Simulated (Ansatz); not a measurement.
**Band table of Eu (sc type)**

```xyz
1
Lattice="3.5047 0.0000 0.0000 0.0000 3.5047 0.0000 0.0000 0.0000 3.5047" Properties=species:S:1:pos:R:3 pbc="T T T"
Eu    0.0000    0.0000    0.0000
```

The cell comes from a relaxation on PAW files under the same functional, begun from a prototype that needn't be the stable phase.

All numbers are PBE results (scalar-relativistic) from Ansatz 0.2.0, with a Γ-centred 11×11×11 k mesh, Fermi–Dirac smearing of 0.1 eV, spin-polarised from start moments Eu 7 μB. Methods: LAPW: all electrons, basis error target 1 meV/atom.

The open f shell is treated without a Hubbard term, so these are results of the method, and the state needn't be the lowest. Spin–orbit coupling is left out, which matters for the heavy atoms.

Path points, in fractions of the reciprocal vectors: Γ (0.000, 0.000, 0.000), X (0.000, 0.500, 0.000), M (0.500, 0.500, 0.000), R (0.500, 0.500, 0.500). The distance column jumps between branches of the path. Levels in eV from the Fermi level, spin up; bands 7 to 19, counted from the lowest band of the run. The gap is zero, the pressure 0.05 GPa.

```
# k(1/Å) point b7 b8 b9 b10 b11 b12 b13 b14 b15 b16 b17 b18 b19
0.000 Γ -20.21 -20.21 -20.21 -4.00 -0.59 -0.59 -0.59 -0.55 -0.55 -0.55 -0.48 -0.28 -0.28
0.128 - -20.25 -20.21 -20.21 -3.91 -0.60 -0.58 -0.58 -0.58 -0.55 -0.55 -0.48 -0.24 -0.18
0.256 - -20.34 -20.20 -20.20 -3.65 -0.62 -0.62 -0.58 -0.58 -0.54 -0.54 -0.48 -0.15 0.07
0.384 - -20.47 -20.19 -20.19 -3.25 -0.65 -0.65 -0.57 -0.57 -0.52 -0.52 -0.49 -0.02 0.36
0.512 - -20.61 -20.18 -20.18 -2.77 -0.68 -0.67 -0.57 -0.57 -0.49 -0.49 -0.49 0.13 0.58
0.640 - -20.74 -20.17 -20.17 -2.26 -0.70 -0.68 -0.56 -0.56 -0.50 -0.46 -0.46 0.26 0.60
0.768 - -20.82 -20.16 -20.16 -1.81 -0.74 -0.69 -0.56 -0.56 -0.50 -0.44 -0.44 0.35 0.46
0.896 X -20.85 -20.16 -20.16 -1.61 -0.77 -0.69 -0.56 -0.56 -0.51 -0.43 -0.43 0.36 0.39
1.024 - -20.85 -20.19 -20.15 -1.50 -0.77 -0.69 -0.57 -0.56 -0.51 -0.44 -0.43 0.26 0.49
1.153 - -20.83 -20.28 -20.15 -1.22 -0.78 -0.69 -0.60 -0.54 -0.52 -0.44 -0.43 0.02 0.77
1.281 - -20.82 -20.40 -20.14 -0.87 -0.83 -0.69 -0.63 -0.53 -0.52 -0.43 -0.41 -0.27 1.25
1.409 - -20.80 -20.54 -20.12 -0.98 -0.69 -0.67 -0.62 -0.54 -0.49 -0.47 -0.43 -0.26 1.92
1.537 - -20.78 -20.65 -20.11 -1.19 -0.69 -0.68 -0.57 -0.55 -0.54 -0.46 -0.43 0.00 2.66
1.665 - -20.77 -20.74 -20.11 -1.35 -0.69 -0.69 -0.56 -0.55 -0.55 -0.44 -0.43 0.19 3.28
1.793 M -20.76 -20.76 -20.10 -1.41 -0.69 -0.69 -0.56 -0.56 -0.55 -0.44 -0.43 0.26 3.44
1.974 - -20.74 -20.74 -20.11 -1.30 -0.69 -0.69 -0.56 -0.56 -0.55 -0.45 -0.43 0.13 3.25
2.155 - -20.68 -20.66 -20.12 -1.19 -0.70 -0.67 -0.62 -0.57 -0.54 -0.47 -0.45 0.01 2.56
2.336 - -20.58 -20.56 -20.15 -1.70 -0.68 -0.66 -0.65 -0.58 -0.52 -0.51 -0.48 0.27 1.74
2.517 - -20.45 -20.44 -20.17 -2.53 -0.65 -0.63 -0.63 -0.59 -0.54 -0.51 -0.50 0.32 0.96
2.698 - -20.33 -20.32 -20.19 -3.30 -0.63 -0.61 -0.59 -0.59 -0.56 -0.53 -0.49 0.07 0.32
2.879 - -20.25 -20.24 -20.21 -3.82 -0.60 -0.59 -0.58 -0.58 -0.57 -0.54 -0.48 -0.17 -0.11
3.061 Γ -20.21 -20.21 -20.21 -4.00 -0.59 -0.59 -0.59 -0.55 -0.55 -0.55 -0.48 -0.28 -0.28
3.282 - -20.25 -20.24 -20.24 -3.73 -0.60 -0.60 -0.58 -0.57 -0.57 -0.56 -0.48 -0.07 -0.07
3.504 - -20.33 -20.31 -20.31 -2.95 -0.62 -0.62 -0.59 -0.59 -0.59 -0.56 -0.49 0.44 0.44
3.726 - -20.44 -20.41 -20.41 -1.87 -0.63 -0.62 -0.62 -0.61 -0.61 -0.54 -0.51 1.13 1.13
3.948 - -20.54 -20.51 -20.51 -1.00 -0.63 -0.63 -0.62 -0.60 -0.60 -0.51 -0.50 1.27 1.27
4.170 - -20.62 -20.60 -20.60 -0.81 -0.63 -0.63 -0.61 -0.58 -0.58 -0.48 -0.32 0.59 0.59
4.391 - -20.67 -20.66 -20.66 -0.73 -0.62 -0.62 -0.62 -0.54 -0.54 -0.47 -0.27 0.00 0.00
4.613 R -20.68 -20.68 -20.68 -0.69 -0.61 -0.61 -0.61 -0.46 -0.46 -0.46 -0.27 -0.27 -0.27
4.794 - -20.69 -20.66 -20.66 -0.72 -0.62 -0.62 -0.61 -0.54 -0.52 -0.46 -0.29 -0.10 -0.03
4.975 - -20.71 -20.60 -20.59 -0.80 -0.63 -0.62 -0.61 -0.60 -0.54 -0.47 -0.31 0.26 0.47
5.156 - -20.75 -20.50 -20.49 -0.86 -0.65 -0.62 -0.61 -0.60 -0.56 -0.48 -0.31 0.77 0.85
5.338 - -20.78 -20.38 -20.37 -0.84 -0.67 -0.61 -0.60 -0.59 -0.58 -0.48 -0.26 0.33 1.39
5.519 - -20.82 -20.27 -20.26 -0.88 -0.79 -0.68 -0.58 -0.58 -0.53 -0.48 -0.30 -0.09 1.09
5.700 - -20.84 -20.19 -20.18 -1.40 -0.77 -0.69 -0.57 -0.57 -0.51 -0.45 -0.42 0.19 0.58
5.881 X -20.85 -20.16 -20.16 -1.61 -0.77 -0.69 -0.56 -0.56 -0.51 -0.43 -0.43 0.36 0.39
7.149 R -20.68 -20.68 -20.68 -0.69 -0.61 -0.61 -0.61 -0.46 -0.46 -0.46 -0.27 -0.27 -0.27
7.277 - -20.69 -20.69 -20.66 -0.70 -0.62 -0.62 -0.61 -0.50 -0.50 -0.46 -0.32 -0.14 -0.14
7.405 - -20.70 -20.70 -20.58 -0.77 -0.64 -0.64 -0.60 -0.53 -0.53 -0.46 -0.43 0.17 0.17
7.533 - -20.72 -20.72 -20.47 -0.91 -0.66 -0.66 -0.58 -0.55 -0.55 -0.51 -0.45 0.61 0.61
7.661 - -20.73 -20.73 -20.34 -1.10 -0.67 -0.67 -0.56 -0.55 -0.55 -0.54 -0.45 1.18 1.18
7.789 - -20.75 -20.75 -20.22 -1.26 -0.68 -0.68 -0.56 -0.56 -0.55 -0.52 -0.44 1.05 1.87
7.917 - -20.76 -20.76 -20.13 -1.37 -0.69 -0.69 -0.56 -0.56 -0.55 -0.46 -0.44 0.48 2.65
8.045 M -20.76 -20.76 -20.10 -1.41 -0.69 -0.69 -0.56 -0.56 -0.55 -0.44 -0.43 0.26 3.44
```
